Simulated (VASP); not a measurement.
An input for Ansatz (written as the equivalent of a VASP run, and not itself run):

Ansatz 0.2 input:
```yaml
crystal:
  lattice:
    - [0.0000000, 3.0100000, 3.0100000]
    - [3.0100000, 0.0000000, 3.0100000]
    - [3.0100000, 3.0100000, 0.0000000]
  atoms:
    - { symbol: Li, position: [0.0000000, 0.0000000, 0.0000000] }
    - { symbol: I, position: [0.5000000, 0.5000000, 0.5000000] }
kpoints:
  mp_grid: { grid: [7, 7, 7] }
hamiltonian:
  xc: pbe
  pseudopotentials: { kind: paw }
scf:
  occupations: { method: gaussian, width: 0.05 }
  max_iter: 100
output: { forces: true, stress: true, eigenvalues: true }
```

Task: Write the VASP files for the same calculation (PBE).

Result: Several could match; the one computed here: 
### INCAR
```
GGA=PE   ! PBE
LWAVE=.False.
SYSTEM=LiI
LASPH=.True.   ! aspherical one-centre terms
LREAL=.False.   ! projection in real space or not
ALGO=Normal
SIGMA=0.05   ! width (eV)
EDIFF=1E-6
ISMEAR=0
ENCUT=520
LCHARG=.True.
NELM=100   ! most electronic steps
LMAXMIX=4   ! l cut-off of mixed one-centre charges
PREC=Accurate
```

KPOINTS:
```
Automatic mesh
0
Gamma
7 7 7
0 0 0
```

**POSCAR**
```
LiI
4.2567830
  0.0000000000   0.7071067517   0.7071067517
  0.7071067517   0.0000000000   0.7071067517
  0.7071067517   0.7071067517   0.0000000000
Li I
1 1
Cartesian
  0.0000000000   0.0000000000   0.0000000000
  0.7071067517   0.7071067517   0.7071067517
```

POTCAR, in this order: Li_sv I (PBE.64 set). Program: vasp_std.

Limits of the translation: each code has its own PAW files, so the cut-off isn't converted (ENCUT is set for VASP's; basis.ecutwfc is left out, and Ansatz then takes the one that its files recommend); Ansatz stops its SCF on the density residual and VASP on the energy change (EDIFF).

The compound is LiI in the rock salt structure. The cell was not relaxed at this level.
